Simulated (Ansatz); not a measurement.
# WSi2N4 monolayer in a perpendicular field

Wanted: the out-of-plane response of the WSi2N4 monolayer. A positive field points along +c.

Method: plane-wave DFT, PBE-D3(BJ), Ansatz PAW, in the first sound run; inputs show where later runs differ, in Ansatz 0.2.0.

### 1. Starting point

The cell holds 7 atoms: 4 N, 2 Si and 1 W. Cell: a = 2.920 Å, b = 2.920 Å, c = 45.201 Å, α = 90.0°, β = 90.0°, γ = 120.0°. Vacuum lies along c.

As a file:

```xyz
7
Lattice="2.9200 0.0000 0.0000 -1.4600 2.5288 0.0000 0.0000 0.0000 45.2010" Properties=species:S:1:pos:R:3
N     0.0000    0.0000   19.0500
Si    0.0000    1.6859   19.5194
N     0.0000    1.6859   21.2694
W     0.0000    0.0000   22.6005
N     0.0000    1.6859   23.9316
Si    0.0000    1.6859   25.6816
N     0.0000    0.0000   26.1510
```

### 2. Relaxing the slab

The starting cell is a guess, so the in-plane lattice and the atoms are relaxed first, with the slab cut off from its images along the normal.

The input, input.yaml:

```yaml
crystal:
  lattice:
    - [2.92, 0.0, 0.0]
    - [-1.46, 2.5287941791, 0.0]
    - [0.0, 0.0, 45.2010220828]
  atoms:
    - { symbol: "N", position: [0.0, 0.0, 0.421450647] }
    - { symbol: Si, position: [0.3333333333, 0.6666666667, 0.4318360821] }
    - { symbol: "N", position: [0.3333333333, 0.6666666667, 0.4705520207] }
    - { symbol: W, position: [0.0, 0.0, 0.5] }
    - { symbol: "N", position: [0.3333333333, 0.6666666667, 0.5294479793] }
    - { symbol: Si, position: [0.3333333333, 0.6666666667, 0.5681639179] }
    - { symbol: "N", position: [0.0, 0.0, 0.578549353] }
  periodic: [true, true, false]
kpoints:
  mp_grid: { grid: [12, 12, 1] }
hamiltonian:
  xc: pbe
  dispersion: d3bj
scf:
  occupations: { method: fermi_dirac, width: 0.05 }
  convergence: { dr2_threshold: 1.0e-09 }
relax:
  f_tol: 0.004
  max_steps: 90
  cell: {}
output:
  write_potential: true
  write_density: true
  volumetric_format: npy
```

On the command line:

```sh
> ansatz run input.yaml --threads 4 --pin off --max-ram 6144MiB --backend cpu --events-out ev --progress --plain --runs-dir out
```

Numbers of over 12 decimals in the logs are rounded to 6 here.

Log:

```text
Warning: relax.cell: scf.convergence.dr2_threshold = 1e-9 eV is looser than the 2.39361283304e-10 eV advised for a relaxation that steers and ends on the stress (1e-10 eV for each atom of the cell: 7, times the square of relax.cell.stress_2d_tol = 0.05 N/m over 17.1 Å (the atoms' height at the walk's start and 5 Å past either face), 2.924e-2 GPa, over a crystal's default 0.05). What an SCF threshold leaves in a stress goes as its square root, and in the free energy as the threshold itself, and one threshold admits the most on a small cell: [figures from the program's tests cut] Set scf.convergence.dr2_threshold to 2.39361283304e-10 eV or tighter. [rest of the remark cut]
Engine: ansatz 0.2.0, x86_64-unknown-linux-gnu
Pseudopotentials: kind: paw
Pseudopotential: N, paw, valence charge 5, recommended cutoff 420 eV (normal), N.paw.azcp
Pseudopotential: Si, paw, valence charge 4, recommended cutoff 420 eV (normal), Si.paw.azcp
Pseudopotential: W, paw, valence charge 14, recommended cutoff 420 eV (normal), W.paw.azcp
Functional definition: PBE
  parameter kappa = 0.804
  parameter beta = 0.066725
  exchange = pbe_x(kappa = kappa, mu = beta*pi^2/3)
  correlation = pbe_c(beta = beta)
Crystal: 7 atoms, lattice volume = 333.768 Å³
Basis set: ecut = 420 eV, 6463 PW (Γ), exchange–correlation on 40×40×640 points (8 copies of the dense FFT grid, shifted against one another)
Bands: 28, of which v1, the nominal top of the filled ones, is band 21 counted from 1 (20 counted from 0)
Symmetry: 12 space group operations
Space group: P-6m2 (ITA 187), of the structure as read, at distance tolerance 6.9e-5 Å
k-points: 19 of 144 (time reversal used)
Non-local potential: N, projectors of the file, l = 0: 2, l = 1: 2, l = 2: 1
Non-local potential: Si, projectors of the file, l = 0: 2, l = 1: 2, l = 2: 2
Non-local potential: W, projectors of the file, l = 0: 3, l = 1: 2, l = 2: 2, l = 3: 1
PAW form: soft (Blöchl's): semilocal exchange-correlation on the pseudo side does not see the compensation charge
PAW one-centre angular grid: N, 110 points (default); XC on 64 Gauss nodes
PAW one-centre angular grid: Si, 110 points (default); XC on 64 Gauss nodes
PAW one-centre angular grid: W, 590 points (default); XC on 64 Gauss nodes
Initial density: superposition of atomic densities (neutral atoms: chi_scale 0, normalization atom), corrected by the library's trained network
Initial wavefunctions: pseudopotential atomic-orbital guess
Functional: x = pbe(κ = 0.804, μ = 0.219515), c = pbe(β = 0.066725)
SCF iter   1: F=—  HF=-13200.373718 eV  |F-HF|=—  |Δ(HF+E_count)|=         —  Δρ=2.73e-3  dr2=9.49e-3  ethr=1.77e-3  ⟨swp⟩=15.7  Hψ=4987  notcnv=0  defer=1
preconditioner: auto → Resta (q_TF=auto, 1.931 Å⁻¹)  ε∞=2.0  [insulator: Δε(μ)=2.547 eV  Ē_g=11.936 eV  σ=0.050 eV  W_gap=1.00  n_scr=26 (ndim 8)  ℏωp=11.9 eV  f_vac=0.764  D(μ)=0.00/eV (n_scr^D=0)  ε∞_Penn≈2.0  vacuum switching on, ρ_ref=1.0e-2 e/Å³]
SCF iter   2: F=—  HF=-13200.377882 eV  |F-HF|=—  |Δ(HF+E_count)|=   4.16e-3  Δρ=1.38e-3  dr2=2.47e-3  ethr=2.26e-5  ⟨swp⟩=3.9  Hψ=1658  notcnv=0  defer=28
SCF iter   3: F=—  HF=-13200.380845 eV  |F-HF|=—  |Δ(HF+E_count)|=   2.96e-3  Δρ=5.51e-4  dr2=2.65e-3  ethr=5.87e-6  ⟨swp⟩=3.7  Hψ=1316  notcnv=0  defer=28
SCF iter   4: F=—  HF=-13200.380453 eV  |F-HF|=—  |Δ(HF+E_count)|=   3.92e-4  Δρ=1.28e-4  dr2=5.95e-5  ethr=5.87e-6  ⟨swp⟩=2.9  Hψ=817  notcnv=0  defer=28
SCF iter   5: F=—  HF=-13200.380369 eV  |F-HF|=—  |Δ(HF+E_count)|=   8.34e-5  Δρ=5.28e-5  dr2=8.75e-6  ethr=1.42e-7  ⟨swp⟩=3.7  Hψ=1293  notcnv=0  defer=28
SCF iter   6: F=—  HF=-13200.380367 eV  |F-HF|=—  |Δ(HF+E_count)|=   1.94e-6  Δρ=1.98e-5  dr2=1.57e-6  ethr=2.08e-8  ⟨swp⟩=3.3  Hψ=1165  notcnv=0  defer=28
SCF iter   7: F=—  HF=-13200.380427 eV  |F-HF|=—  |Δ(HF+E_count)|=   6.00e-5  Δρ=5.50e-6  dr2=6.75e-8  ethr=3.74e-9  ⟨swp⟩=3.3  Hψ=1099  notcnv=0  defer=28
SCF iter   8: F=—  HF=-13200.380428 eV  |F-HF|=—  |Δ(HF+E_count)|=   1.18e-7  Δρ=2.07e-6  dr2=8.38e-9  ethr=1.61e-10  ⟨swp⟩=3.4  Hψ=1220  notcnv=0  defer=28
SCF iter   9: F=-13200.380428 eV  HF=-13200.380428 eV  |F-HF|=5.51e-10  |Δ(HF+E_count)|=   2.75e-8  Δρ=5.09e-7  dr2=7.22e-10  ethr=2.38e-12  ⟨swp⟩=12.1  Hψ=5512  notcnv=0
SCF 1 converged in 9 iterations: F = -13200.380428 eV  dr2 = 7.22e-10
  greatest PAW one-centre occupation: 1.000 electrons in one spin orbital (limit 2), on the W atom at site 3 (counted from 0), in its partial waves of l = 0
relax step   1: F+E_penalty+E_count = -13200.38042758 eV  Δ(F+E_penalty+E_count) = +0.000e0 eV  max|allowed force component| = 1.852e0 eV/Å  Δτ_max = 0.0000 Å  P = -8.818 N/m  Ω = 333.768 Å³  fix = [c, alpha, beta]  reactions: c -0.000 N/m  (9 SCF iters, accepted)
Crystal: 7 atoms, lattice volume = 329.056 Å³
Basis set: ecut = 420 eV, 6391 PW (Γ), exchange–correlation on 40×40×640 points (8 copies of the dense FFT grid, shifted against one another)
Initial density: handed on by an earlier stage of this run
Initial wavefunctions: those handed on with the density
iter 1 solved again at ethr=6.56e-4 eV; its pass at ethr=3.10e-3 eV (dr2=2.75e-1 eV) is discarded
SCF iter   1: F=—  HF=-13200.624512 eV  |F-HF|=—  |Δ(HF+E_count)|=         —  Δρ=9.71e-3  dr2=2.80e-1  ethr=6.56e-4  ⟨swp⟩=2.6  Hψ=5159  notcnv=0
preconditioner: auto → Resta (q_TF=auto, 1.936 Å⁻¹)  ε∞=1.9  [insulator: Δε(μ)=1.970 eV  Ē_g=12.406 eV  σ=0.050 eV  W_gap=1.00  n_scr=26 (ndim 8)  ℏωp=11.9 eV  f_vac=0.771  D(μ)=0.00/eV (n_scr^D=0)  ε∞_Penn≈1.9  vacuum switching on, ρ_ref=1.1e-2 e/Å³]
SCF iter   2: F=—  HF=-13200.559208 eV  |F-HF|=—  |Δ(HF+E_count)|=   6.53e-2  Δρ=3.79e-3  dr2=3.99e-2  ethr=6.56e-4  ⟨swp⟩=3.9  Hψ=1079  notcnv=0  defer=1
SCF iter   3: F=—  HF=-13200.553296 eV  |F-HF|=—  |Δ(HF+E_count)|=   5.91e-3  Δρ=2.17e-3  dr2=1.04e-2  ethr=9.51e-5  ⟨swp⟩=4.7  Hψ=1399  notcnv=0  defer=26
SCF iter   4: F=—  HF=-13200.552877 eV  |F-HF|=—  |Δ(HF+E_count)|=   4.19e-4  Δρ=7.88e-4  dr2=2.36e-3  ethr=2.48e-5  ⟨swp⟩=3.2  Hψ=1149  notcnv=0  defer=26
SCF iter   5: F=—  HF=-13200.552466 eV  |F-HF|=—  |Δ(HF+E_count)|=   4.11e-4  Δρ=2.35e-4  dr2=1.21e-4  ethr=5.63e-6  ⟨swp⟩=3.2  Hψ=1112  notcnv=0  defer=26
SCF iter   6: F=—  HF=-13200.552478 eV  |F-HF|=—  |Δ(HF+E_count)|=   1.25e-5  Δρ=1.02e-4  dr2=3.80e-5  ethr=2.89e-7  ⟨swp⟩=3.5  Hψ=1230  notcnv=0  defer=26
SCF iter   7: F=—  HF=-13200.552536 eV  |F-HF|=—  |Δ(HF+E_count)|=   5.72e-5  Δρ=2.28e-5  dr2=8.27e-7  ethr=9.04e-8  ⟨swp⟩=3.2  Hψ=1029  notcnv=0  defer=26
SCF iter   8: F=—  HF=-13200.552596 eV  |F-HF|=—  |Δ(HF+E_count)|=   6.06e-5  Δρ=2.82e-6  dr2=2.30e-8  ethr=1.97e-9  ⟨swp⟩=3.8  Hψ=1310  notcnv=0  defer=26
[...]
SCF 3 converged in 9 iterations: F = -13200.594948 eV  dr2 = 2.31e-10
relax step   3: F+E_penalty+E_count = -13200.59494763 eV  Δ(F+E_penalty+E_count) = -4.235e-2 eV  max|allowed force component| = 8.864e-2 eV/Å  Δτ_max = 0.0550 Å  P = +0.170 N/m  Ω = 326.809 Å³  energy of the carried Pulay correction = +4.694e-3 eV  fix = [c, alpha, beta]  reactions: c +0.000 N/m  (9 SCF iters, accepted)
[...]
relax step   4: F+E_penalty+E_count = -13200.59537673 eV  Δ(F+E_penalty+E_count) = -4.291e-4 eV  max|allowed force component| = 2.895e-2 eV/Å  Δτ_max = 0.0033 Å  P = +0.242 N/m  Ω = 326.835 Å³  energy of the carried Pulay correction = +4.676e-3 eV  fix = [c, alpha, beta]  reactions: c +0.000 N/m  (7 SCF iters, accepted)
[...]
relax step   5: F+E_penalty+E_count = -13200.59529021 eV  Δ(F+E_penalty+E_count) = +8.652e-5 eV  max|allowed force component| = 1.886e-2 eV/Å  Δτ_max = 0.0020 Å  P = -0.101 N/m  Ω = 327.037 Å³  energy of the carried Pulay correction = +4.539e-3 eV  fix = [c, alpha, beta]  reactions: c -0.000 N/m  (7 SCF iters, accepted)
[...]
relax step   6: F+E_penalty+E_count = -13200.59534082 eV  Δ(F+E_penalty+E_count) = -5.061e-5 eV  max|allowed force component| = 3.436e-4 eV/Å  Δτ_max = 0.0008 Å  P = -0.002 N/m  Ω = 326.990 Å³  energy of the carried Pulay correction = +4.570e-3 eV  fix = [c, alpha, beta]  reactions: c -0.000 N/m  (6 SCF iters, accepted)
[...]
relax step   7: F+E_penalty+E_count = -13200.59120943 eV  Δ(F+E_penalty+E_count) = +4.131e-3 eV  max|allowed force component| = 4.152e-4 eV/Å  Δτ_max = 0.0000 Å  P = -0.114 N/m  Ω = 326.990 Å³  fix = [c, alpha, beta]  reactions: c -0.000 N/m  stress off target by 1.14e-1 N/m on what of the cell is left free  SCF on the basis re-selected at this cell (its energy is not comparable with the rows above)  (5 SCF iters)
[...]
relax step   8: F+E_penalty+E_count = -13200.59128130 eV  Δ(F+E_penalty+E_count) = -7.187e-5 eV  max|allowed force component| = 1.258e-3 eV/Å  Δτ_max = 0.0003 Å  P = -0.007 N/m  Ω = 326.896 Å³  energy of the carried Pulay correction = +6.413e-5 eV  fix = [c, alpha, beta]  reactions: c -0.000 N/m  (6 SCF iters, accepted)
iter 1 solved again at ethr=2.48e-7 eV; its pass at ethr=3.10e-3 eV (dr2=1.04e-4 eV) is discarded
SCF iter   1: F=—  HF=-13200.591226 eV  |F-HF|=—  |Δ(HF+E_count)|=         —  Δρ=2.80e-6  dr2=1.28e-8  ethr=2.48e-7  ⟨swp⟩=7.3  Hψ=8031  notcnv=0
eigensolver tolerance schedule: the retry pair's looser diagonalisation over-reported the residual by 8132.06 of it (diagonalisation noise at 1.87 of the residual, at the tolerance the schedule requests for it); recorded, not acted on — ethr = c·dr2/N_el stays at c = 1.0e-1
preconditioner: auto → Resta (q_TF=auto, 1.938 Å⁻¹)  ε∞=1.9  [insulator: Δε(μ)=2.433 eV  Ē_g=12.324 eV  σ=0.050 eV  W_gap=1.00  n_scr=26 (ndim 8)  ℏωp=12.0 eV  f_vac=0.767  D(μ)=0.00/eV (n_scr^D=0)  ε∞_Penn≈1.9  vacuum switching on, ρ_ref=1.1e-2 e/Å³]
SCF iter   2: F=—  HF=-13200.591251 eV  |F-HF|=—  |Δ(HF+E_count)|=   2.41e-5  Δρ=1.58e-6  dr2=9.43e-9  ethr=3.05e-11  ⟨swp⟩=7.4  Hψ=2556  notcnv=0
SCF iter   3: F=—  HF=-13200.591251 eV  |F-HF|=—  |Δ(HF+E_count)|=   1.28e-9  Δρ=9.27e-7  dr2=1.83e-9  ethr=2.25e-11  ⟨swp⟩=2.9  Hψ=790  notcnv=0
SCF iter   4: F=-13200.591251 eV  HF=-13200.591251 eV  |F-HF|=4.80e-10  |Δ(HF+E_count)|=  1.13e-10  Δρ=5.88e-7  dr2=6.24e-10  ethr=2.38e-12  ⟨swp⟩=22.0  Hψ=5725  notcnv=0
SCF 9 converged in 4 iterations: F = -13200.591251 eV  dr2 = 6.24e-10
relax step   9: F+E_penalty+E_count = -13200.59125059 eV  Δ(F+E_penalty+E_count) = +3.071e-5 eV  max|allowed force component| = 1.229e-3 eV/Å  Δτ_max = 0.0000 Å  P = -0.008 N/m  Ω = 326.896 Å³  fix = [c, alpha, beta]  reactions: c -0.000 N/m  stress off target by 7.98e-3 N/m on what of the cell is left free  SCF on the basis re-selected at this cell (its energy is not comparable with the rows above)  (4 SCF iters)
basis re-selected at this cell: Δ(F+E_penalty+E_count) = +3.071e-5 eV, ΔP = -0.001 N/m vs the last step (what re-selecting the basis moved, of the pressure what is left beyond the Pulay correction that the steps carried, after the strain that the cell walked since its last selection, with what the two solves' SCF thresholds leave and, on support functions, any second-order correction that the steps lacked; it is no m [...]
WARN: The output density's exchange-correlation potential varies sharply where the density is thin. Do not read a vacuum level from v_tot or v_xc, or from such a field of the output density. On a cell that repeats whose density bears no net charge and no dipole along the vacuum's axis use v_es (v_loc + v_h of the components); under efield.dipole_correction with no amplitude use v_es + v_field, which holds any externa [...]
SCF converged after 4 iterations
Free energy (F): -13200.591251 eV
Harris-Foulkes:  -13200.591251 eV  (|F-HF|=4.80e-10)
Internal energy: -13200.591251 eV  (E = F + TS)
E sigma→0 (E₀):  -13200.591251 eV
Fermi energy:    -4.145628 eV
--- Per-component energies (eV) ---
  E_band       = -861.891299
  E_kinetic    = 1076.522436
  E_local      = -192709.404029  (includes V_loc(G=0)·N_el)
  E_nonlocal   = 229.691542
  E_hartree    = 95697.422924
  E_xc         = -623.599912
  E_vxc        = -645.823567  (∫ρ·V_xc dr)
  E_paw        = -10098.288208  (= ΣΔE_a)
  E_vpaw       = -207.718950  (= ΣTr[D̂ρ^β])
  E_aug_tail   = 0.000359  (compensation charges beyond the density's cutoff)
  E_ewald      = 93228.896944
  E_disp       = -1.833307  (pairwise vdW)
  E_smearing   = -0.000000  (= −TS)
  E_closure    = 0.000000  (closes the sum)
  Σ components = -13200.591251   (vs F -13200.591251, Δ=0.00e0)
--- Forces (eV/Å), atoms counted from 1 ---
  atom   1  N     -0.00000000    -0.00000000     0.00035678
  atom   2  Si    -0.00000000     0.00000000     0.00072455
  atom   3  N      0.00000000    -0.00000000    -0.00122931
  atom   4  W      0.00000000    -0.00000000     0.00000000
  atom   5  N      0.00000000    -0.00000000     0.00122931
  atom   6  Si    -0.00000000     0.00000000    -0.00072455
  atom   7  N      0.00000000    -0.00000000    -0.00035678
  max |Σ_I F_I| component: 6.48e-16 eV/Å
--- 2D stress c σ (N/m, compression-positive) ---
       -0.007976      -0.000000       0.000000
        0.000000      -0.007976      -0.000000
        0.000000      -0.000000      -0.000000
  P = ½ c Tr σ = -0.0080 N/m
--- Band table (eV; the first three rows and the last of 19) ---
  k-point 0: bands = [... 17 lower, -7.8788, -7.8192, -7.8192, -5.3445, -2.2245, -2.2245, -1.5671 (-1.5671°), -1.5671 (-1.5671°), ... 3 higher]
  k-point 1: bands = [... 17 lower, -8.1170, -7.9690, -7.6428, -5.4295, -2.4442, -2.2255, -1.7807 (-1.7807°), -1.3561 (-1.3561°), ... 3 higher]
  k-point 2: bands = [... 17 lower, -8.3998, -8.3368, -7.7021, -5.8298, -2.5291, -2.1963, -1.8135, -0.8415 (-0.8415°), ... 3 higher]
  k-point 18: bands = [... 17 lower, -9.6160, -7.6960, -6.9509, -5.6497, -2.8756, -1.8781, -0.5577, -0.1811, ... 3 higher]
  ° read free of the cell's end (the report's vacuum.weakly_bound_levels)
--- Relaxed structure (7 steps of the walk, 7 accepted, 2 SCFs on fresh bases) ---
  F+E_penalty+E_count = -13200.59125059 eV   max|allowed force component| = 1.229e-3 eV/Å   (the final SCF, on the basis selected at the relaxed cell)
  cell:  # Å, volume = 326.8961 Å³
    - [2.889784, 0, 0]
    - [-1.444892, 2.502627, 0]
    - [0, 0, 45.2010220828]
  atoms:
    - { symbol: N, position: [1.0617738097608526e-17, -5.1268884603883563e-17, 0.421718] }
    - { symbol: Si, position: [0.333333, 0.666667, 0.433288] }
    - { symbol: N, position: [0.333333, 0.666667, 0.472041] }
    - { symbol: W, position: [1.0573552618555009e-17, -5.135725556199062e-17, 0.500000] }
    - { symbol: N, position: [0.333333, 0.666667, 0.527959] }
    - { symbol: Si, position: [0.333333, 0.666667, 0.566712] }
    - { symbol: N, position: [1.0529367139501452e-17, -5.144562652009771e-17, 0.578282] }
```

It took 20 s on 4 threads of AMD EPYC 9R45, shared host; peak memory 0.74 GiB.

Relaxation path:

```
step  energy less that of the first step (eV)  largest force component (eV/Å)  volume (Å³)
   1                                   0.0000                          1.8517       333.77
   2                                  -0.1722                          0.8525       329.06
   3                                  -0.2145                          0.0886       326.81
   4                                  -0.2149                          0.0289       326.83
   5                                  -0.2149                          0.0189       327.04
   6                                  -0.2149                          0.0003       326.99
  7*                                  -0.2108                          0.0004       326.99
   8                                  -0.2109                          0.0013       326.90
  9*                                  -0.2108                          0.0012       326.90
```

Relaxation steps marked * repeat the geometry before them on a plane-wave basis chosen anew for their cell, so energy and pressure can jump there.

The run keeps the 12 symmetry operations that it works with, so distortions that break them were not tested.

```
cell as run  before  after  change
      a (Å)   2.920  2.890  -1.0 %
      b (Å)   2.920  2.890  -1.0 %
```

The atoms that moved most (Å, along periodic axes as changes of fractional coordinates times the final cell, across vacuum about the mean position):

```
atom     dx     dy      dz  length
  N5  0.000  0.000  -0.067   0.067
  N3  0.000  0.000   0.067   0.067
 Si6  0.000  0.000  -0.066   0.066
 Si2  0.000  0.000   0.066   0.066
  N1  0.000  0.000   0.012   0.012
  N7  0.000  0.000  -0.012   0.012
```

Final coordinates:

```xyz
7
Lattice="2.8898 0.0000 0.0000 -1.4449 2.5026 0.0000 0.0000 0.0000 45.2010" Properties=species:S:1:pos:R:3
N     0.0000    0.0000   19.0621
Si    0.0000    1.6684   19.5851
N     0.0000    1.6684   21.3368
W     0.0000    0.0000   22.6005
N     0.0000    1.6684   23.8643
Si    0.0000    1.6684   25.6159
N     0.0000    0.0000   26.1389
```

This step gave:

* gap on the k-mesh: 2.433 eV

The lattice constant a goes from 2.920 to 2.890 Å.

[end of part 1 of 4]

[Logs are printed without paths, hosts, clocks, repeated set-up lines and the standing remarks that a program may print on its own settings, such as how far it seeks lower states.]

[Hosts, paths, dates, database ids (printed as entryN), source tags and the programs' standing remarks are cut or masked in the printed files.]

[Maps of the electrostatic potential energy from Ansatz leave out the sawtooth potential of an applied field or a dipole correction, so their vacuum need not be flat; planar profiles and work functions include it.]
